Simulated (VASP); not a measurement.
Set up this calculation in VASP 6.6.1, as the native input.

```
Task                   : single point
Functional             : PBEsol
Potentials or basis    : VASP PAW PBE potentials, release 64 (Mg, O)
Cutoff                 : 520 eV
k mesh                 : 9 × 9 × 8
Occupations            : gaussian, width 0.05 eV
Spin                   : no spin polarisation
Dipole correction      : no
Further INCAR settings : ALGO = Fast; EDIFF = 1e-07; NBANDS = 11
```

The structure of MgO lies in POSCAR:

```
MgO
1.0
    3.0481966873      0.0000000000      0.0000000000
   -1.5240983436      2.6398157669      0.0000000000
    0.0000000000      0.0000000000      2.6796800000
Mg O
1 1
Direct
    0.0000000000      0.0000000000      0.0000000000
    0.3333333333      0.6666666667      0.5000000000
```

Measurements of this composition are mostly on another form, of space group No. 225.

The cell isn't the ideal one: strain +0.0375 x Voigt [1, 1, 0, 0, 0, 0], atoms carried along.

One way to write it, as run:

INCAR

```
SYSTEM = MgO
PREC     = Accurate       ! precision mode
ENCUT    = 520            ! plane-wave cutoff, eV
EDIFF    = 1E-7           ! SCF threshold, eV
ISMEAR   = 0              ! smearing method
SIGMA    = 0.05           ! smearing width, eV
LREAL    = .FALSE.        ! projectors in reciprocal space
LASPH    = .TRUE.         ! aspherical terms in the spheres
NELM     = 100            ! most SCF steps
ALGO     = Fast           ! electronic algorithm
ISIF     = 2              ! what is computed and relaxed
LWAVE    = .FALSE.        ! write WAVECAR
LCHARG   = .FALSE.        ! write CHGCAR
GGA      = PS             ! functional
NBANDS   = 11             ! bands
```

KPOINTS

```
regular mesh
0
G
  9 9 8
  0 0 0
```

Potentials or basis: VASP PAW PBE potentials, release 64 (Mg, O).

Launch:

```bash
$ cat potpaw_PBE.64/Mg/POTCAR potpaw_PBE.64/O/POTCAR > POTCAR
$ mpirun -np 1 vasp_std > vasp.out
```

It gave:

| Property | Result |
| --- | --- |
| Pressure | -11.8 GPa |
| Band gap on the k mesh | 2.18 eV, indirect (least direct gap 2.50 eV) |

Caveat: the PAW data sets were made with another functional, which shifts forces and pressure a little; an odd mesh through Γ misses points on the zone boundary, where band edges often lie.

Run time: 10 s on 1 thread of Intel(R) Xeon(R) Platinum 8259CL CPU @ 2.50GHz (Skylake/Cascade Lake) (shared host), peak memory 0.14 GiB.
